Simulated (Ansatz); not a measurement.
# BAs: the cost of one run

Method: DFT r2SCAN, scalar-relativistic, plane waves, PAW, in Ansatz 0.2.0.

### Step 1. Starting point

It takes space group F-43m (No. 216, cubic). The conventional cell has a = 4.819 Å, b = 4.819 Å, c = 4.819 Å, α = 90.00°, β = 90.00°, γ = 90.00°. B (site symmetry -43m) is surrounded by 4 As at 2.09 Å. As (site symmetry -43m) is surrounded by 4 B at 2.09 Å.

Structure file:

```xyz
2
Lattice="0.0000 2.4096 2.4096 2.4096 0.0000 2.4096 2.4096 2.4096 0.0000" Properties=species:S:1:pos:R:3 pbc="T T T"
B     1.2048    1.2048    1.2048
As    0.0000    0.0000    0.0000
```

This is candidate A: structure listed in a database for this formula (F-43m, No. 216).

(A quick probe on a coarse mesh, which set the mesh and smearing, is not shown.)

### Step 3. Full relaxation (candidate A)

input.yaml reads:

```yaml
crystal:
  lattice:
    - [0.0, 2.409627, 2.409627]
    - [2.409627, 0.0, 2.409627]
    - [2.409627, 2.409627, 0.0]
  atoms:
    - { symbol: B, position: [0.25, 0.25, 0.25] }
    - { symbol: As, position: [0.0, 0.0, 0.0] }
basis:
  ecutwfc: 500
kpoints:
  mp_grid: { grid: [10, 10, 10] }
hamiltonian:
  xc: r2scan
scf:
  occupations: { method: gaussian, width: 0.02 }
output:
  forces: true
  stress: true
  eigenvalues: true
  write_density: true
  write_potential: true
  elf: true
  volumetric_format: npy
relax:
  adjacent_minimum: "off"
  f_tol: 0.01
  max_steps: 80
  cell: { stress_tol: 0.05 }
```

Launch:

```console
> ansatz run input.yaml --threads 1 --pin off --max-ram 2560MiB --backend cpu --events-out ev --progress --plain --runs-dir out
```

Q: Estimate wall time and peak memory on 1 thread of Arm Neoverse V2, shared host.

About 20 s, with a peak of 0.38 GiB.
